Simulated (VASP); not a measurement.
CO2:

```
O C
1.0
     4.42881    0.00000    0.00000
     0.00000    4.42881    0.00000
     0.00000    0.00000    4.91133
O C
4 2
Direct
  0.80483 0.80483 0.00000
  0.19517 0.19517 0.00000
  0.69517 0.30483 0.50000
  0.30483 0.69517 0.50000
  0.00000 0.00000 0.00000
  0.50000 0.50000 0.50000
```

The cell comes from a database or a generator and needn't be the stable form of this composition.

The cell isn't the ideal one: volume scaled by 1.15.

- Program: VASP 6.6.1
- Task: relaxation of the atoms
- Functional: revPBE
- Dispersion: D2
- Potentials or basis: VASP PAW PBE potentials, release 64 (O_GW, C_GW)
- Cutoff: 600 eV
- k mesh: 6 × 6 × 6
- Occupations: gaussian, width 0.01 eV
- Spin: no spin polarisation

At the start: pressure -10.8 GPa; volume 16.06 Å³/atom.

Problem. Where does the relaxation end?

Solution. Over 4 steps the energy falls by 69.8 meV/atom; space group P4_2/mnm (No. 136, to 0.05 Å).

Step by step:
```tsv
step	energy change (eV)	largest force (eV/Å)	pressure (GPa)
1	0.0000	4.1250	-10.80
2	-0.3936	1.1566	3.04
3	-0.4179	0.1961	-0.38
4	-0.4186	0.0074	0.10
```

Final structure:
```yaml
crystal:
  lattice:
    - [4.42881, 0.00000, 0.00000]
    - [0.00000, 4.42881, 0.00000]
    - [0.00000, 0.00000, 4.91133]
  atoms:
    - { symbol: O, position: [0.81247, 0.81247, 0.00000] }
    - { symbol: O, position: [0.18753, 0.18753, 0.00000] }
    - { symbol: O, position: [0.68753, 0.31247, 0.50000] }
    - { symbol: O, position: [0.31247, 0.68753, 0.50000] }
    - { symbol: C, position: [0.00000, 0.00000, 0.00000] }
    - { symbol: C, position: [0.50000, 0.50000, 0.50000] }
```

Caveat: the standard files for N, O and F lose accuracy on very short bonds; the PAW data sets were made with another functional, which shifts forces and pressure a little.
